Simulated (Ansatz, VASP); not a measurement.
## CaB2 in VASP and in Ansatz

```
CELL_PARAMETERS angstrom
3.22643 0.00000 0.00000
-1.61322 2.79417 0.00000
0.00000 0.00000 4.06739
ATOMIC_POSITIONS crystal
Ca 0.00000 0.00000 0.00000
B 0.66667 0.33333 0.50000
B 0.33333 0.66667 0.50000
```

The cell comes from a database or a generator and needn't be the stable form of this composition.

Alike in both runs: task relaxation of cell and atoms; functional LDA; k mesh 9 × 9 × 7; occupations fermi-dirac, width 0.05 eV; no spin polarisation.

|  | VASP | Ansatz |
| --- | --- | --- |
| version | VASP 6.6.1 | Ansatz 0.2.0 |
| potentials or method | VASP PAW LDA potentials, release 64 (Ca_sv, B) | Ansatz PAW |
| plane-wave cutoff (eV) | 600 | 420 |
| valence electrons in the cell | 16 | 16 |

```csv
,VASP,Ansatz,Ansatz less VASP
"gap on the k mesh at the Fermi level, each at its own relaxed structure (eV)",none,none,-
relaxed volume (Å³/atom),11.58,11.54,-0.040
relaxed cell length with the largest relative difference (Å),4.001,3.993,-0.0082
energy change over the relaxation (meV/atom),-14,-16,-1.9
```

A gap of «none» marks a metal or a gap that the smearing closes.

Caveats: the plane-wave basis is chosen anew once the cell has moved, so the energies of steps on either side of that aren't comparable (Ansatz); the PAW data sets come from PBE, with cores solved anew for the run's functional, which leaves a small shift of forces and pressure (Ansatz).
